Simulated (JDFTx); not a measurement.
## Ti under changes of volume

One of the cells (17.676 Å³/atom); the others are scaled copies at fixed shape and fractional positions:

```
Ti
1.0
    -1.64100    1.64100    1.64100
     1.64100   -1.64100    1.64100
     1.64100    1.64100   -1.64100
Ti
1
Direct
  0.00000 0.00000 0.00000
```

This isn't the form of Ti at room conditions, which is hcp.

* Program: JDFTx 1.7.0 (patched build)
* Functional: PBEsol
* Potentials or basis: PseudoDojo-SR-PBEsol-0.4.1-standard with smoothed tails
* Cutoff: 1143 eV
* Density cutoff: 4572 eV
* k mesh: 11 × 11 × 11
* Occupations: fermi-dirac, width 0.05 eV
* Spin: no spin polarisation

```csv
volume (Å³/atom),energy over the lowest point (meV/atom),pressure (GPa)
16.616,0.00,-0.6
16.969,4.29,-2.8
17.323,13.28,-4.9
17.676,?,?
18.030,43.59,-8.4
18.383,64.18,-9.9
18.737,87.96,-11.3
```

What does the run at 17.676 Å³/atom give?

Energy over the lowest point 26.51 meV/atom; pressure -6.7 GPa.

Worked out: A Birch-Murnaghan fit of order 3 (a polynomial in V^(-2/3)) to the other rows has its minimum at 16.50 Å³/atom, just outside them, with B0 = V·E''(V) = 113 GPa and B' = 3.6. It gives 26.49 meV/atom at 17.676 Å³/atom, against the run's 26.51, and -dE/dV = -6.9 GPa, against -6.7.

Energies are extrapolated to zero smearing.
